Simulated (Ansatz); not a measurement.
# Cu under changes of volume

One of the cells (11.810 Å³/atom); the others are scaled copies at fixed shape and fractional positions:

```
Cu
1.0
     0.00000    1.80750    1.80750
     1.80750    0.00000    1.80750
     1.80750    1.80750    0.00000
Cu
1
Direct
  0.00000 0.00000 0.00000
```

| Quantity | Value |
| --- | --- |
| Program | Ansatz 0.2.0 |
| Functional | PBE |
| Potentials or basis | all-electron LAPW, scalar-relativistic |
| Cutoff | 317 eV (chosen from the basis error) |
| Basis error allowed | 0.0005 eV/atom |
| k mesh | 13 × 13 × 13 |
| Occupations | fermi-dirac, width 0.05 eV |
| Spin | no spin polarisation |

```tsv
volume (Å³/atom)	energy over the lowest point (meV/atom)	pressure (GPa)
11.102	?	?
11.338	14.71	8.4
11.574	5.00	4.8
11.810	0.28	1.6
12.047	0.00	-1.2
12.283	3.65	-3.7
12.519	10.78	-5.9
```

Problem. What does the run at 11.102 Å³/atom give?

Solution. Energy over the lowest point 30.04 meV/atom; pressure 12.5 GPa.

Worked out: A Birch-Murnaghan fit of order 3 (a polynomial in V^(-2/3)) to the other rows has its minimum at 11.94 Å³/atom with B0 = V·E''(V) = 142 GPa and B' = 5.1. It gives 30.06 meV/atom at 11.102 Å³/atom, against the run's 30.04, and -dE/dV = 12.5 GPa, against 12.5.

Energies are extrapolated to zero smearing.
